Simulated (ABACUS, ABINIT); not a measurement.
This is a calculation of Fe for ABACUS 3.10.1 (ASE script). 

run_abacus.py

```python
"""ABACUS run from a structure file: ASE reads it, the script writes STRU, KPT and INPUT."""
import re
import subprocess
from ase.io import read
from ase.units import Bohr

atoms = read("Fe.xyz")
atoms = atoms[(-atoms.numbers).argsort(kind="stable")]  # ABACUS lists atoms element by element
pseudo = {'Fe': 'Fe.upf'}
orbital = {}
magmoms = [3.0]
kmesh = [10, 10, 10]
params = {
    'suffix': 'Fe',
    'calculation': 'scf',
    'basis_type': 'pw',
    'pseudo_dir': './',
    'symmetry': 1,
    'dft_functional': 'pbe',
    'ecutwfc': 119,
    'pseudo_rcut': 7,
    'nspin': 2,
    'nbands': 20,
    'ks_solver': 'dav',
    'smearing_method': 'fd',
    'smearing_sigma': 0.00367493,
    'scf_thr': 1e-08,
    'scf_nmax': 100,
    'mixing_type': 'broyden',
    'mixing_beta': 0.4,
    'cal_force': 1,
    'cal_stress': 1,
    'out_chg': 1,
    'out_pot': 2,
    'out_elf': 1,
}

symbols = atoms.get_chemical_symbols()
elements = list(dict.fromkeys(symbols))
lines = ["ATOMIC_SPECIES"] + [f"{e} {atoms.get_masses()[symbols.index(e)]:.4f} {pseudo[e]}" for e in elements]
if orbital:
    lines += ["", "NUMERICAL_ORBITAL"] + [orbital[e] for e in elements]
lines += ["", "LATTICE_CONSTANT", f"{1 / Bohr:.10f}", "", "LATTICE_VECTORS"]
lines += [" ".join(f"{x:.10f}" for x in v) for v in atoms.cell]
lines += ["", "ATOMIC_POSITIONS", "Direct"]
for e in elements:
    lines += ["", e, "0.0", str(symbols.count(e))]
    for i, p in enumerate(atoms.get_scaled_positions(wrap=False)):
        if symbols[i] == e:
            mag = "" if magmoms is None else " mag " + " ".join(str(x) for x in (magmoms[i] if isinstance(magmoms[i], list) else [magmoms[i]]))
            lines.append(" ".join(f"{x:.10f}" for x in p) + " 1 1 1" + mag)
open("STRU", "w").write("\n".join(lines) + "\n")
open("KPT", "w").write("K_POINTS\n0\nGamma\n%d %d %d 0 0 0\n" % tuple(kmesh))
open("INPUT", "w").write("INPUT_PARAMETERS\n" + "".join(f"{k:<20s}{v}\n" for k, v in params.items()))

done = subprocess.run(['mpirun', '-np', '4', 'abacus'])
if done.returncode:
    raise SystemExit(done.returncode)
log = open("OUT.Fe/running_scf.log").read()
print("final energy (eV):", re.findall(r"FINAL_ETOT_IS (\S+)", log))
```

Fe.xyz

```xyz
1
Lattice="-1.4430000000 1.4430000000 1.4430000000 1.4430000000 -1.4430000000 1.4430000000 1.4430000000 1.4430000000 -1.4430000000" Properties=species:S:1:pos:R:3 pbc="T T T"
Fe     0.0000000000      0.0000000000      0.0000000000
```

Potentials or basis: PseudoDojo NC SR 0.5 PBE stringent, plane waves.

Command:

```bash
$ OMP_NUM_THREADS=1 python run_abacus.py > log
```

Problem. Translate it to ABINIT 10.8.3 (patched build). Potentials or basis there: JTH PAW PBE v2.0, cutoff 707 eV.

Solution. As run (cutoffs and basis follow the program's own potentials, and thresholds, step limits or extra output files can differ):

run.abi

```
# Pseudopotentials
pp_dirpath "./"
pseudos "Fe.GGA_PBE-JTH.xml"

# Structure
acell 3*1.0
rprim
    -2.7268747978     2.7268747978     2.7268747978
     2.7268747978    -2.7268747978     2.7268747978
     2.7268747978     2.7268747978    -2.7268747978
ntypat 1
znucl 26
natom 1
typat 1
xcart
     0.0000000000     0.0000000000     0.0000000000 Angstrom

# Plane-wave basis
ecut 26.0
pawecutdg 48.0

# k points
kptopt 1
ngkpt 10 10 10
nshiftk 1
shiftk 0.0 0.0 0.0

# Exchange and correlation
ixc 11

# Bands and occupations
nband 13
occopt 3
tsmear 0.00183747

# Spin
nsppol 2
spinat
     0.0000000000     0.0000000000     3.0000000000

# SCF cycle
nstep 100
tolvrs 1.0e-9

# Output
iomode 3
prtwf 0
prtden 0
prteig 0
prtebands 0
```

Potentials or basis: JTH PAW PBE v2.0.

The run is started by

```bash
$ abinit run.abi > log 2>&1
```

Both were run:

|  | ABACUS | ABINIT |
| --- | --- | --- |
| Pressure | -10.3 GPa | -12.0 GPa |
| Net moment | 2.23 μB per cell | 2.17 μB per cell |

The magnetic state is the one that the start led to; the real crystal's order can differ.

The cell lies far from this level's equilibrium.

Pressure is positive in compression.
